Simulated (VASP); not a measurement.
# Mo (Fm-3m) in VASP: band structure with RPBE

Aim: the band structure of Mo with RPBE.

Everything below comes from runs of VASP 6.6.1. Logs are shortened: lines on timing, memory, paths and dates and some standing lists are left out, and cuts for length are marked.

### Step 1. Starting point

It takes space group Fm-3m (No. 225, cubic). The conventional cell has a = 4.030 Å, b = 4.030 Å, c = 4.030 Å, α = 90.00°, β = 90.00°, γ = 90.00°. Around Mo (site symmetry m-3m) lie 12 Mo at 2.85 Å.

This isn't the form of Mo at room conditions, which is bcc.

### Step 2. Band structure, RPBE

Input file run.py:

```python
from ase.calculators.vasp import Vasp
from ase.dft.bandgap import bandgap
from ase.spacegroup import crystal

atoms = crystal(
    ['Mo'],
    basis=[[0.0, 0.0, 0.0]],
    spacegroup=225,
    setting=1,
    cellpar=[4.03, 4.03, 4.03, 90.0, 90.0, 90.0],
    primitive_cell=True,
)
calc = Vasp(
    directory='calc',
    xc='rpbe',
    pp='PBE',
    setups='gw',
    prec='Accurate',
    encut=600,
    ediff=1e-06,
    ismear=1,
    sigma=0.2,
    lreal=False,
    lasph=True,
    nelm=100,
    algo='Fast',
    isif=2,
    lwave=False,
    lcharg=True,
    lmaxmix=4,
    kpts=[11, 11, 11],
    gamma=True,
    nbands=13,
)
atoms.calc = calc

print('energy (eV):', atoms.get_potential_energy())
print('free energy (eV):', atoms.get_potential_energy(force_consistent=True))
efermi = calc.get_fermi_level()
print('Fermi level (eV):', efermi)
path = atoms.cell.bandpath(npoints=60, eps=1e-4)
print('path:', path.path)
calc.set(kpts=path.kpts, reciprocal=True, icharg=11, isym=0, lcharg=False)
calc.calculate(atoms)
print('gap on the path (eV):', bandgap(calc, efermi=efermi)[0])
print('direct gap on the path (eV):', bandgap(calc, efermi=efermi, direct=True)[0])
```

Potentials or basis: VASP PAW PBE potentials, release 64 (Mo_sv_GW).

On the command line:

```console
$ python run.py
```

Log:

```text
energy (eV): -10.66834524
free energy (eV): -10.66844043
Fermi level (eV): 11.35775884
path: GXWKGLUWLK,UX
gap on the path (eV): 0.0
direct gap on the path (eV): 0.0
```

OUTCAR:

```text
ENCUT = 600.000000
   EDIFF = 1.00e-06
   GGA = RP
   PREC = Accurate
   ICHARG = 11
   ISIF = 2
   ISMEAR = 1
   ISYM = 0
   NELM = 100
   LASPH = .TRUE.
   LREAL = .FALSE.

 ion  position               nearest neighbor table
   1  0.000  0.000  0.000-

IMPORTANT INFORMATION: All symmetrisations will be switched off!
NOSYMM: (Re-)initialisation of all symmetry stuff for point group C_1.

----------------------------------------------------------------------------------------

                                     Primitive cell

  volume of cell :      16.3627

  direct lattice vectors                    reciprocal lattice vectors
     0.000000000  2.015000000  2.015000000    -0.248138958  0.248138958  0.248138958
     2.015000000  0.000000000  2.015000000     0.248138958 -0.248138958  0.248138958
     2.015000000  2.015000000  0.000000000     0.248138958  0.248138958 -0.248138958

  length of vectors
     2.849640328  2.849640328  2.849640328     0.429789282  0.429789282  0.429789282

  position of ions in fractional coordinates (direct lattice)
     0.000000000  0.000000000  0.000000000

  ion indices of the primitive-cell ions
   primitive index   ion index
                 1           1

----------------------------------------------------------------------------------------

 KPOINTS: KPOINTS created by Atomic Simulation Env

Read explicit list of k-points.

 Found     60 k-points:

 Following reciprocal coordinates:
            Coordinates               Weight
  0.000000  0.000000  0.000000      0.016667
  0.062500  0.000000  0.062500      0.016667
  0.125000  0.000000  0.125000      0.016667
  0.187500  0.000000  0.187500      0.016667
  0.250000  0.000000  0.250000      0.016667
  0.312500  0.000000  0.312500      0.016667
[... 42 lines left out ...]
  0.482143  0.482143  0.535714      0.016667
  0.464286  0.464286  0.571429      0.016667
 [... further k-points ...]
   k-points           NKPTS =     60   k-points in BZ     NKDIM =     60   number of bands    NBANDS=     13
   number of dos      NEDOS =    301   number of ions     NIONS =      1
   total plane-waves  NPLWV =  13824
   dimension x,y,z NGX =    24 NGY =   24 NGZ =   24
   dimension x,y,z NGXF=    48 NGYF=   48 NGZF=   48
   ions per type =               1
   NGX,Y,Z   is equivalent  to a cutoff of  14.00, 14.00, 14.00 a.u.
   NGXF,Y,Z  is equivalent  to a cutoff of  28.00, 28.00, 28.00 a.u.
 SYSTEM =  unknown system
   PREC   = accura    normal or accurate (medium, high low for compatibility)
   ISTART =      0    job   : 0-new  1-cont  2-samecut
   ICHARG =     11    charge: 1-file 2-atom 10-const
   ISPIN  =      1    spin polarized calculation?
   LNONCOLLINEAR =      F non collinear calculations
   LSORBIT =      F    spin-orbit coupling
   LASPH  =      T    aspherical Exc in radial PAW
   ENCUT  =  600.0 eV  44.10 Ry    6.64 a.u.   5.69  5.69  5.69*2*pi/ulx,y,z
   NELM   =    100;   NELMIN=  2; NELMDL=  0     # of ELM steps
   EDIFF  = 0.1E-05   stopping-criterion for ELM
   LREAL  =      F    real-space projection
   EDIFFG = 0.1E-04   stopping-criterion for IOM
   NSW    =      0    number of steps for IOM
   IBRION =     -1    ionic relax: 0-MD 1-quasi-New 2-CG
   NFREE  =      0    steps in history (QN), initial steepest desc. (CG)
   ISIF   =      2    stress and relaxation
   ISYM   =      0    0-nonsym 1-usesym 2-fastsym
   POTIM  = 0.5000    time-step for ionic-motion
   TEBEG  =    0.0;   TEEND  =   0.0 temperature during run
   PSTRESS=    0.0 pullay stress
   NELECT =      14.0000    total number of electrons
   NUPDOWN=      -1.0000    fix difference up-down
   EMIN   =  10.00;   EMAX   =-10.00  energy-range for DOS
   EFERMI =   0.00;   METHOD = LEGACY
   ISMEAR =     1;   SIGMA  =   0.20  broadening in eV -4-tet -1-fermi 0-gaus
   EFERMI_NEDOS =   21; number of points for ismear=-14 and -15
   IALGO  =     68    algorithm
   IMIX   =      4    mixing-type and parameters
     AMIX     =   0.40;   BMIX     =  1.00
     AMIX_MAG =   1.60;   BMIX_MAG =  1.00
  volume/ion in A,a.u.               =      16.36       110.42
  Fermi-wavevector in a.u.,A,eV,Ry     =   1.554172  2.936960 32.864208  2.415451
  Thomas-Fermi vector in A             =   2.658297
   LORBIT       =      0    0 simple, 1 ext, 2 COOP (PROOUT), +10 PAW based schemes
   GGA     = RP    functional components
   LHFCALC =     F    Hartree Fock is set to
   AEXX    =    0.0000 exact exchange contribution
   IVDW    =     0    specifies the selected vdW correction
   LEPSILON=     F    determine dielectric tensor
   LRPA    =     F    only Hartree local field effects (RPA)
 non-spin polarized calculation
 RMM-DIIS sequential band-by-band and
 Methfessel and Paxton  Order N= 1 SIGMA  =   0.20
  energy-cutoff  :      600.00
  volume of cell :       16.36
 maximum number of plane-waves:       568
 NGX is ok and might be reduce to    24

 number of electron      14.0000000 magnetization

 Free energy of the ion-electron system (eV)
  ---------------------------------------------------
  ext. energy  EPLUGINS =         0.00000000
  ---------------------------------------------------
  free energy    TOTEN  =       -11.07974522 eV

  energy without entropy =      -11.07810187  energy(sigma->0) =      -11.07919744

 E-fermi :  11.4542     XC(G=0): -13.0475

 val. band max:       11.3549418497   @ k =   0.4464   0.4464   0.6071
 cond. band min:      11.4693782898   @ k =   0.5500   0.4000   0.5500
 fundamental gap:      0.1144364401
 Fermi energy:        11.4541618122

 k-point     1 :       0.0000    0.0000    0.0000
  band No.  band energies     occupation
      1     -49.3786      2.00000
      2     -22.7572      2.00000
      3     -22.7572      2.00000
      4     -22.7572      2.00000
      5       4.7409      2.00000
      6      10.6988      2.00000
      7      10.6988      2.00000
      8      10.6988      2.00000
      9      13.2954     -0.00000
     10      13.2954     -0.00000
     11      24.3609      0.00000
     12      29.4479      0.00000
     13      29.4479      0.00000

 k-point     2 :       0.0625    0.0000    0.0625
  band No.  band energies     occupation
      1     -49.3684      2.00000
      2     -22.8048      2.00000
      3     -22.7741      2.00000
      4     -22.7741      2.00000
      5       4.9478      2.00000
      6      10.5075      2.00000
      7      10.8209      2.00007
      8      10.8209      2.00007
      9      13.0777     -0.00000
     10      13.3585     -0.00000
     11      24.7563      0.00000
     12      29.0347      0.00000
     13      29.5899      0.00000

 k-point     3 :       0.1250    0.0000    0.1250
  band No.  band energies     occupation
      1     -49.3393      2.00000
      2     -22.9384      2.00000
      3     -22.8221      2.00000
      4     -22.8221      2.00000
      5       5.5325      2.00000
      6      10.0059      2.00000
      7      11.1836      2.06670
      8      11.1836      2.06670
      9      12.5048     -0.00000
     10      13.5420     -0.00000
     11      25.8596      0.00000
     12      28.3567      0.00000
     13      29.9256      0.00000
[... 561 lines left out ...]
 k-point    39 :       0.5833    0.2500    0.6667
  band No.  band energies     occupation
      1     -49.1104      2.00000
      2     -23.6799      2.00000
      3     -23.4613      2.00000
      4     -23.1267      2.00000
      5       7.6885      2.00000
      6       8.5587      2.00000
      7      11.1351      2.04655
      8      13.2631     -0.00000
      9      15.2306     -0.00000
     10      20.7436      0.00000
     11      21.0575      0.00000
     12      24.6003      0.00000
     13      26.5457      0.00000

 k-point    40 :       0.5417    0.2500    0.7083
  band No.  band energies     occupation
      1     -49.1075      2.00000
      2     -23.6282      2.00000
      3     -23.4808      2.00000
      4     -23.1832      2.00000
      5       7.9428      2.00000
      6       8.9255      2.00000
      7      10.4037      2.00000
      8      12.8685     -0.00000
      9      15.6549      0.00000
     10      21.3495      0.00000
     11      21.5905      0.00000
     12      23.9028      0.00000
     13      25.5966      0.00000

 [... further k-points ...]

------------------------ aborting loop because EDIFF is reached ----------------------------------------

  FORCE on cell =-STRESS in cart. coord.  units (eV):
  Direction    XX          YY          ZZ          XY          YZ          ZX
  --------------------------------------------------------------------------------------
  -------------------------------------------------------------------------------------
  Total        2.7105044      2.6367935      1.4800675      4.1893115      1.6621366      2.4061482
  in kB      265.4028314    258.1853212    144.9228808    410.2022999    162.7504339    235.6013663
  external PRESSURE =     222.8370111 kB  Pullay stress =       0.0000000 kB

 VOLUME and BASIS-vectors are now :
 -----------------------------------------------------------------------------
  energy-cutoff  :      600.00
  volume of cell :       16.36
      direct lattice vectors                 reciprocal lattice vectors
     0.000000000  2.015000000  2.015000000    -0.248138958  0.248138958  0.248138958
     2.015000000  0.000000000  2.015000000     0.248138958 -0.248138958  0.248138958
     2.015000000  2.015000000  0.000000000     0.248138958  0.248138958 -0.248138958

 POSITION                                       TOTAL-FORCE (eV/Angst)
 -----------------------------------------------------------------------------------
      0.00000      0.00000      0.00000         0.000309      0.000025      0.000019
 -----------------------------------------------------------------------------------
    total drift:                                0.000309      0.000025      0.000019

  FREE ENERGIE OF THE ION-ELECTRON SYSTEM (eV)
  ---------------------------------------------------
  free  energy   TOTEN  =       -11.0797452169 eV

  energy  without entropy=      -11.0781018740  energy(sigma->0) =      -11.07919744
```

INCAR:

```text
ENCUT = 600.000000
SIGMA = 0.200000
EDIFF = 1.00e-06
ALGO = Fast
GGA = RP
PREC = Accurate
ICHARG = 11
ISIF = 2
ISMEAR = 1
ISYM = 0
LMAXMIX = 4
NBANDS = 13
NELM = 100
LASPH = .TRUE.
LCHARG = .FALSE.
LWAVE = .FALSE.
LREAL = .FALSE.
```

Wall time 23 s (1 thread of Intel Xeon 6975P-C (Granite Rapids), shared host); peak memory 0.14 GiB.

Results:

```yaml
Band_gap_along_the_path: none (metal or under the smearing width)
```

Levels at the corners of the path, in eV from the Fermi level:
| point | band 3 | band 4 | band 5 | band 6 | band 7 | band 8 | band 9 | band 10 | band 11 | band 12 |
| --- | --- | --- | --- | --- | --- | --- | --- | --- | --- | --- |
| Γ | -34.11 | -34.11 | -6.62 | -0.66 | -0.66 | -0.66 | 1.94 | 1.94 | 13.00 | 18.09 |
| X | -34.55 | -34.55 | -4.78 | -4.12 | 3.88 | 3.91 | 4.48 | 4.48 | 12.31 | 12.31 |
| W | -34.91 | -34.57 | -3.32 | -1.74 | -1.74 | 1.30 | 4.48 | 10.59 | 10.59 | 11.72 |
| K | -34.82 | -34.46 | -3.81 | -2.89 | 0.11 | 2.10 | 3.62 | 9.02 | 9.62 | 13.40 |
| Γ | -34.11 | -34.11 | -6.62 | -0.66 | -0.66 | -0.66 | 1.94 | 1.94 | 13.00 | 18.09 |
| L | -34.27 | -34.27 | -4.46 | -0.83 | -0.83 | 1.48 | 3.92 | 3.92 | 10.82 | 12.70 |
| U | -34.82 | -34.46 | -3.81 | -2.89 | 0.11 | 2.10 | 3.62 | 9.02 | 9.62 | 13.40 |
| W | -34.91 | -34.57 | -3.32 | -1.74 | -1.74 | 1.30 | 4.48 | 10.59 | 10.59 | 11.72 |
| L | -34.27 | -34.27 | -4.46 | -0.83 | -0.83 | 1.48 | 3.92 | 3.92 | 10.82 | 12.70 |
| K | -34.82 | -34.46 | -3.81 | -2.89 | 0.11 | 2.10 | 3.62 | 9.02 | 9.62 | 13.40 |
| U | -34.82 | -34.46 | -3.81 | -2.89 | 0.11 | 2.10 | 3.62 | 9.02 | 9.62 | 13.40 |
| X | -34.55 | -34.55 | -4.78 | -4.12 | 3.88 | 3.91 | 4.48 | 4.48 | 12.31 | 12.31 |

Caveat: the log is that of the step along the path at fixed density, whose energy, stress, charges and moments have no meaning; the PAW data sets were made with another functional, which shifts forces and pressure a little.
